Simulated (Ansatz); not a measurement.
An input for Ansatz 0.2.0 (ZnO (zincite)):

Contents of input.yaml:

```yaml
crystal:
  lattice:
    - [3.249308, 0.0, 0.0]
    - [-1.624654, 2.8139832727, 0.0]
    - [0.0, 0.0, 5.205709]
  atoms:
    - { symbol: Zn, position: [0.6666666667, 0.3333333333, 0.0] }
    - { symbol: Zn, position: [0.3333333333, 0.6666666667, 0.5] }
    - { symbol: O, position: [0.3333333333, 0.6666666667, 0.87901] }
    - { symbol: O, position: [0.6666666667, 0.3333333333, 0.37901] }
hamiltonian:
  xc: lc_wpbe
  pseudopotentials: { kind: paw }
kpoints:
  mp_grid: { grid: [5, 5, 3] }
  band_path:
    path:
      - [[0.0, 0.0, 0.0], [0.5, 0.0, 0.0], [0.3333333333, 0.3333333333, 0.0], [0.0, 0.0, 0.0], [0.0, 0.0, 0.5], [0.5, 0.0, 0.5], [0.3333333333, 0.3333333333, 0.5], [0.0, 0.0, 0.5]]
      - [[0.5, 0.0, 0.5], [0.5, 0.0, 0.0]]
      - [[0.3333333333, 0.3333333333, 0.0], [0.3333333333, 0.3333333333, 0.5]]
    npoints: 4
scf:
  occupations: { method: fermi_dirac, width: 0.05 }
  n_extra_bands: 10
output:
  forces: true
  stress: true
  eigenvalues: true
  fatbands: false
```

Potentials or basis: Ansatz PAW.

Run with:

```sh
$ ansatz run input.yaml --threads 2 --pin off --max-ram 5632MiB --backend cpu --events-out ev --progress --plain --runs-dir out
```

How does this run end?

The run stopped without a result. It printed:

Output:

```text
Error: kpoints.band_path / output.eigenstates.kpoints / output.eigenstates.nscf_kmesh / output.wannier / output.states_by_energy / output.dos.nscf_kmesh / output.optics.nscf_kmesh / output.boltztrap / output.local_orbitals.kmesh / output.polarization (unless states: scf) / output.orbitals (by a pass of its own) / gw: / phonons.commensurate_couplings.mesh / output.given_orbital_levels with hamiltonian.xc: <exact exchange of several ranges> with hamiltonian.xc: <exact exchange that reaches to infinity> — behind a hybrid SCF this pass is solved under, or applies, the exchange operator itself, at k-points off the SCF's mesh, which is served of several ranges of exact exchange only where none reaches to infinity: one that does (lc_wpbe's) diverges towards zero momentum transfer, and no level off the mesh has been held to a reference under several; use a hybrid whose last range ends, as hiss, or one of one range, or do without the pass
```
